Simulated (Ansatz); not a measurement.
The elements of this relaxed trial crystal are hidden behind letters.

```
lattice vectors (Å)
   5.5991    0.0000    0.0000
  -2.7995    4.8489    0.0000
   0.0000    0.0000    2.3879
fractional positions
X 0.3333 0.6667 0.0000
X 0.6667 0.3333 0.0000
Z 0.3089 0.3089 0.0000
Z 0.6911 0.0000 0.0000
Z 0.0000 0.6911 0.0000
```

The calculation used DFT PBE, scalar-relativistic, plane waves, PAW in Ansatz 0.2.0. Settings of the last relaxation (5-atom cell): 420 eV, 12×12×16 k points, Gaussian smearing of 0.10 eV, no spin polarisation.

* Space group: P-62m (No. 189)
* Conventional cell: a = 5.599 Å, c = 2.388 Å
* Volume per atom: 12.97 Å³
* Density: 2.93 g/cm³
* Formation energy: +0.27 eV/atom
* Gap on the 12×12×16 mesh of the 5-atom cell: 0 eV (a metal)

Energies are uncorrected and count from the elements' standard states at the same level.

Question: X is a p-block element of period 2 and Z is a p-block element of period 3. Which elements are they?

Answer: X = B, Z = P, so the formula is B2P3. Density times volume gives a mean mass of 2.93 × 12.97/1.6605 = 22.9 u per atom, and this set has 22.9 u. Among the elements that the hints allow, noble gases aside, only these give it. B has 3 P at 1.94 Å and 2 B at 2.39 Å; P is surrounded by 2 B at 1.94 Å and 2 P at 2.39 Å.

An odd number of electrons in the primitive cell allows no gap without spin; a larger cell or a magnetic state could open one. The cell is a metal run without spin; a magnetic state may lie lower. A structure relaxed within its symmetry needn't be a true minimum.
